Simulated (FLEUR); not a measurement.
Runs of FLEUR MaX-R8.1 (later development tree) on Eu. The structure is cubic, space group Im-3m (No. 229). Conventional cell: a = 4.606 Å, b = 4.606 Å, c = 4.606 Å, α = 90.00°, β = 90.00°, γ = 90.00°. Eu (site symmetry m-3m) has 8 Eu at 3.99 Å as nearest neighbours. 

```tsv
level	spin	k mesh	lmax	max iterations	mixer history	density convergence	lnonsphr	moment (μB)
PBEsol	collinear, ferromagnetic start	8 × 8 × 8	Eu 11	60	15	1e-05 me/bohr^3	-	(b)
PBE	collinear, ferromagnetic start, SOC	6 × 6 × 6	Eu 11	60	15	1e-05 me/bohr^3	-	7.43
RPBE	collinear, ferromagnetic start	8 × 8 × 8	Eu 11	60	15	1e-05 me/bohr^3	-	(a)
r2SCAN	collinear, ferromagnetic start	8 × 8 × 8	Eu 10	80	30	0.0001 me/bohr^3	Eu 10	7.70
PBE	collinear, ferromagnetic start	8 × 8 × 8	Eu 11	60	15	1e-05 me/bohr^3	-	7.36
```

Alike in all rows: task band structure; potentials or basis all-electron, FLAPW; cell as given; smearing fermi-dirac 0.05 eV; kmax 4.1 1/bohr.

Task: Estimate the missing entries.

Result: (a) 7.46; (b) 7.37.

Caveats: the meta-GGA is that of a development version, with a GGA for the radial functions and cores and without core tails (some runs).

Not every run made on this cell is shown here.
